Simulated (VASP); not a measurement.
Write the native input for VASP 6.6.1 that does the following.

- Task: relaxation of cell and atoms
- Functional: PBE
- Potentials or basis: VASP PAW PBE potentials, release 64 (Se)
- Cutoff: 600 eV
- k mesh: 9 × 9 × 6
- Occupations: gaussian, width 0.03 eV
- Spin: no spin polarisation
- Further INCAR settings: ALGO = Normal; EDIFF = 1e-07; IBRION = 2; EDIFFG = -0.005; NSW = 90; ISIF = 3

The structure of Se lies in POSCAR:

```
Se                                      
1.0
    4.5232764446      0.0000000000      0.0000000000
   -2.2616382223      3.9172723093     -0.0000000000
   -0.0000000000      0.0000000000      5.0466508214
  Se            
     3
Direct
     0.2190247648645036    0.0000000000000000    0.3333333332999970
     0.0000000000000000    0.2190247648645035    0.6666666667000030
     0.7809752351354965    0.7809752351354966    0.0000000000000000
```

These files were run (other wordings do the same):

INCAR

```
SYSTEM = Se
  PREC = Accurate
  ENCUT = 600
  EDIFF = 1E-7
  ISMEAR = 0
  SIGMA = 0.03
  LREAL = .FALSE.
  LASPH = .TRUE.
  NELM = 80
  ALGO = Normal
  ISIF = 3
  LWAVE = .FALSE.
  LCHARG = .FALSE.
  GGA = PE
  IBRION = 2
  NSW = 90
  EDIFFG = -0.005
```

KPOINTS

```
Automatic mesh
0
G
  9 9 6
  0 0 0
```

Potentials or basis: VASP PAW PBE potentials, release 64 (Se).

Launch:

```bash
$ cat potpaw_PBE.64/Se/POTCAR > POTCAR
$ mpirun -np 1 vasp_std > vasp.out
```

It gave:

* Pressure after relaxing: 0.0 GPa
* Band gap on the k mesh: 1.03 eV, indirect (least direct gap 1.24 eV)

Caveat: the relaxation stopped at its first step, so nothing moved; an odd mesh through Γ misses points on the zone boundary, where band edges often lie.

Wall time 66 s on 1 thread of Intel(R) Xeon(R) Platinum 8488C (Sapphire Rapids), with other jobs on the host, peak memory 0.25 GiB.
